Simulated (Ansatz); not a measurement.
Point defect: Hf interstitial in HfO2

All numbers below come from DFT PBEsol, scalar-relativistic, plane waves, PAW (Ansatz). Run with 420 eV cutoff, 2×2×2 k-mesh, shifted by half a step, Gaussian smearing of 0.01 eV, collinear spin in charge +1, +3 alone.

Host crystal, relaxed:

```xyz
6
Lattice="4.8301 0.0000 0.0000 0.0000 4.8301 0.0000 0.0000 0.0000 3.2097" Properties=species:S:1:pos:R:3 pbc="T T T"
Hf    0.0000    0.0000    0.0000
Hf    2.4151    2.4151    1.6049
O     0.9417    3.8884    1.6049
O     1.4733    1.4733    0.0000
O     3.3568    3.3568    0.0000
O     3.8884    0.9417    1.6049
```

Supercell of 48 atoms, rows in host cell vectors: 1 -1 -2; 1 1 2; -1 -1 2. Atoms relax at the host's cell, keeping the symmetry that the supercell leaves at the site. The cell is small, so energies carry finite-size errors of tenths of an eV. The host's Kohn–Sham gap is 3.89 eV.

Spin-orbit coupling is left out, which matters for the bands and energies of heavy elements.

Defect: Hf interstitial, charge 0.

Command:

```bash
ansatz run input.yaml --threads 4 --pin off --max-ram 10240MiB --backend cpu --events-out ev --progress --plain --runs-dir out
```

The input:

```yaml
crystal:
  lattice:
    - [4.8301248097, -4.8301248097, -6.4194328281]
    - [4.8301248097, 4.8301248097, 6.4194328281]
    - [-4.8301248097, -4.8301248097, 6.4194328281]
  atoms:
    - { symbol: Hf, position: [0.0, 0.5, 0.5] }
    - { symbol: Hf, position: [0.0, 0.75, 0.75] }
    - { symbol: Hf, position: [0.5, 0.5, 1.0] }
    - { symbol: Hf, position: [0.5, 0.75, 0.25] }
    - { symbol: Hf, position: [0.5, 0.0, 0.5] }
    - { symbol: Hf, position: [0.5, 0.25, 0.75] }
    - { symbol: Hf, position: [0.0, 0.0, 1.0] }
    - { symbol: Hf, position: [0.0, 0.25, 0.25] }
    - { symbol: Hf, position: [0.5, 0.375, 0.375] }
    - { symbol: Hf, position: [0.5, 0.625, 0.625] }
    - { symbol: Hf, position: [0.0, 0.375, 0.875] }
    - { symbol: Hf, position: [0.0, 0.625, 0.125] }
    - { symbol: Hf, position: [0.0, 0.875, 0.375] }
    - { symbol: Hf, position: [0.0, 0.125, 0.625] }
    - { symbol: Hf, position: [0.5, 0.875, 0.875] }
    - { symbol: Hf, position: [0.5, 0.125, 0.125] }
    - { symbol: O, position: [0.1949699023, 0.2224849512, 0.2224849512] }
    - { symbol: O, position: [0.1949699023, 0.4724849512, 0.4724849512] }
    - { symbol: O, position: [0.6949699023, 0.2224849512, 0.7224849512] }
    - { symbol: O, position: [0.6949699023, 0.4724849512, 0.9724849512] }
    - { symbol: O, position: [0.6949699023, 0.7224849512, 0.2224849512] }
    - { symbol: O, position: [0.6949699023, 0.9724849512, 0.4724849512] }
    - { symbol: O, position: [0.1949699023, 0.7224849512, 0.7224849512] }
    - { symbol: O, position: [0.1949699023, 0.9724849512, 0.9724849512] }
    - { symbol: O, position: [0.5, 0.1525150488, 0.3474849512] }
    - { symbol: O, position: [0.5, 0.4025150488, 0.5974849512] }
    - { symbol: O, position: [0.0, 0.1525150488, 0.8474849512] }
    - { symbol: O, position: [0.0, 0.4025150488, 0.0974849512] }
    - { symbol: O, position: [0.0, 0.6525150488, 0.3474849512] }
    - { symbol: O, position: [0.0, 0.9025150488, 0.5974849512] }
    - { symbol: O, position: [0.5, 0.6525150488, 0.8474849512] }
    - { symbol: O, position: [0.5, 0.9025150488, 0.0974849512] }
    - { symbol: O, position: [0.5, 0.3474849512, 0.1525150488] }
    - { symbol: O, position: [0.5, 0.5974849512, 0.4025150488] }
    - { symbol: O, position: [0.0, 0.3474849512, 0.6525150488] }
    - { symbol: O, position: [0.0, 0.5974849512, 0.9025150488] }
    - { symbol: O, position: [0.0, 0.8474849512, 0.1525150488] }
    - { symbol: O, position: [0.0, 0.0974849512, 0.4025150488] }
    - { symbol: O, position: [0.5, 0.8474849512, 0.6525150488] }
    - { symbol: O, position: [0.5, 0.0974849512, 0.9025150488] }
    - { symbol: O, position: [0.8050300977, 0.5275150488, 0.5275150488] }
    - { symbol: O, position: [0.8050300977, 0.7775150488, 0.7775150488] }
    - { symbol: O, position: [0.3050300977, 0.5275150488, 0.0275150488] }
    - { symbol: O, position: [0.3050300977, 0.7775150488, 0.2775150488] }
    - { symbol: O, position: [0.3050300977, 0.0275150488, 0.5275150488] }
    - { symbol: O, position: [0.3050300977, 0.2775150488, 0.7775150488] }
    - { symbol: O, position: [0.8050300977, 0.0275150488, 0.0275150488] }
    - { symbol: O, position: [0.8050300977, 0.2775150488, 0.2775150488] }
    - { symbol: Hf, position: [0.725, 0.040625, 0.715625] }
  host:
    lattice:
      - [4.8301248097, 0.0, 0.0]
      - [0.0, 4.8301248097, 0.0]
      - [0.0, 0.0, 3.209716414]
    atoms:
      - { symbol: Hf, position: [0.0, 0.0, 0.0] }
      - { symbol: Hf, position: [0.5, 0.5, 0.5] }
      - { symbol: O, position: [0.1949699023, 0.8050300977, 0.5] }
      - { symbol: O, position: [0.3050300977, 0.3050300977, 0.0] }
      - { symbol: O, position: [0.6949699023, 0.6949699023, 0.0] }
      - { symbol: O, position: [0.8050300977, 0.1949699023, 0.5] }
basis:
  ecutwfc: 420
  xc_grid: 2
kpoints:
  mp_grid: { grid: [2, 2, 2], shift: [0.5, 0.5, 0.5] }
hamiltonian:
  xc: pbesol
scf:
  occupations: { method: gaussian, width: 0.01 }
output:
  forces: true
  stress: false
  eigenvalues: true
  charged_corrections:
    defect_position: [0.725, 0.040625, 0.715625]
    epsilon: [[27.3137, 0.0, 0.0], [0.0, 27.3137, 0.0], [0.0, 0.0, 31.2391]]
  write_density: true
  write_potential: true
  elf: true
  volumetric_format: npy
relax:
  adjacent_minimum: "off"
  f_tol: 0.025
  max_steps: 45
```

From the output:

```
Warning: RAYON_NUM_THREADS=4 ignored (pool sized by the plan → 4); use --threads N
Crystal: 49 atoms, lattice volume = 599.064 Å³
Basis set: ecut = 420 eV, 11689 PW (Γ), exchange–correlation on 128×128×128 points (8 copies of the dense FFT grid, shifted against one another)
Bands: 381, of which v1, the nominal top of the filled ones, is band 317 counted from 1 (316 counted from 0)
Symmetry: 1 space group operations
Space group: P1 (ITA 1), of the structure as read, at distance tolerance 8.4e-5 Å
k-points: 4 of 8 (time reversal used)
relax step   1: F+E_penalty+E_count = -283185.28627005 eV  Δ(F+E_penalty+E_count) = +0.000e0 eV  max|allowed force component| = 2.233e1 eV/Å  Δτ_max = 0.0000 Å
relax step   2: F+E_penalty+E_count = -283191.58647484 eV  Δ(F+E_penalty+E_count) = -6.300e0 eV  max|allowed force component| = 7.158e0 eV/Å  Δτ_max = 0.1949 Å
relax step   3: F+E_penalty+E_count = -283194.58303141 eV  Δ(F+E_penalty+E_count) = -2.997e0 eV  max|allowed force component| = 2.269e0 eV/Å  Δτ_max = 0.1973 Å
relax step   4: F+E_penalty+E_count = -283195.86482051 eV  Δ(F+E_penalty+E_count) = -1.282e0 eV  max|allowed force component| = 1.110e0 eV/Å  Δτ_max = 0.2000 Å
relax step   5: F+E_penalty+E_count = -283196.04768749 eV  Δ(F+E_penalty+E_count) = -1.829e-1 eV  max|allowed force component| = 1.244e0 eV/Å  Δτ_max = 0.1146 Å
relax step   6: F+E_penalty+E_count = -283196.24079755 eV  Δ(F+E_penalty+E_count) = -1.931e-1 eV  max|allowed force component| = 3.428e-1 eV/Å  Δτ_max = 0.0855 Å
relax step   7: F+E_penalty+E_count = -283196.27329106 eV  Δ(F+E_penalty+E_count) = -3.249e-2 eV  max|allowed force component| = 1.965e-1 eV/Å  Δτ_max = 0.0354 Å
relax step   8: F+E_penalty+E_count = -283196.27933044 eV  Δ(F+E_penalty+E_count) = -6.039e-3 eV  max|allowed force component| = 3.487e-2 eV/Å  Δτ_max = 0.0299 Å
relax step   9: F+E_penalty+E_count = -283196.27982733 eV  Δ(F+E_penalty+E_count) = -4.969e-4 eV  max|allowed force component| = 1.132e-2 eV/Å  Δτ_max = 0.0071 Å
SCF converged after 7 iterations
Free energy (F): -283196.279827 eV
E sigma→0 (E₀):  -283196.279827 eV
Fermi energy:    16.884237 eV
```

The relaxation gained 10.99 eV in 9 steps. The run took 6.1 min on 4 threads of AMD EPYC 9B14 (Zen 4) (shared host), peak memory 4.4 GiB.